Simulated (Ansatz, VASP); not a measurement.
# Two plane-wave programs on BaZrO3

```
Ba Zr O
1.0
     4.18062    0.00000    0.00000
     0.00000    4.18062    0.00000
     0.00000    0.00000    4.18062
Ba Zr O
1 1 3
Direct
  0.00000 0.00000 0.00000
  0.50000 0.50000 0.50000
  0.00000 0.50000 0.50000
  0.50000 0.00000 0.50000
  0.50000 0.50000 0.00000
```

Alike in both runs: functional PBEsol; k mesh 8 × 8 × 8; occupations fermi-dirac, width 0.05 eV; no spin polarisation.

Ansatz relaxed the structure, and its values are those at the end. VASP's run is a single point on that final structure, the one shown.

|  | VASP | Ansatz |
| --- | --- | --- |
| version | VASP 6.6.1 | Ansatz 0.2.0 |
| potentials or method | VASP PAW PBE potentials, release 64 (Ba_sv, Zr_sv, O) | PAW with Ansatz's default frozen-core files, scalar-relativistic |
| plane-wave cutoff (eV) | 520 | 420 |
| valence electrons in the cell | 40 | 40 |

Ansatz gave:

| Property | Result |
| --- | --- |
| pressure (GPa) | 0.0 |

Question: Estimate VASP's values.

Answer: Pressure (GPa): 1.2.

The functional is the same, so the differences come from potentials, cutoffs and numerics.

Caveats: the PAW data sets were made with another functional, which shifts forces and pressure a little (VASP). A k mesh can miss the band edges.
